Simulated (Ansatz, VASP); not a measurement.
## Two plane-wave programs on Y

```xyz
4
Lattice="1.8581 -6.2468 0.0000 1.8581 6.2468 0.0000 0.0000 0.0000 5.7939" Properties=species:S:1:pos:R:3 pbc="T T T"
Y     1.8581    4.5243    5.7940
Y     1.8581   -1.7225    2.8969
Y     1.8581   -4.5243   -0.0001
Y     1.8581    1.7225    2.8970
```

Alike in both runs: functional PBE; k mesh 4 × 4 × 4; occupations gaussian, width 0.1 eV; no spin polarisation.

Ansatz relaxed the structure, and its values are those at the end. VASP's run is a single point on that final structure, the one shown.

|  | VASP | Ansatz |
| --- | --- | --- |
| version | VASP 6.6.1 | Ansatz 0.2.0 |
| potentials or method | VASP PAW PBE potentials, release 64 (Y_sv) | scalar-relativistic, plane waves, PAW |
| plane-wave cutoff (eV) | 520 | 420 |
| valence electrons in the cell | 44 | 44 |

|  | VASP | Ansatz | Ansatz less VASP |
| --- | --- | --- | --- |
| gap on the k mesh at the Fermi level (eV) | none | none | - |
| pressure (GPa) | -0.1 | 0.0 | +0.10 |
| rms of the force components (eV/Å) | 0.014 | 0.010 | -0.0034 |

A gap of «none» marks a metal or a gap that the smearing closes.

Caveats: the k mesh is coarse (spacing up to 0.44 Å⁻¹), so the values aren't converged.
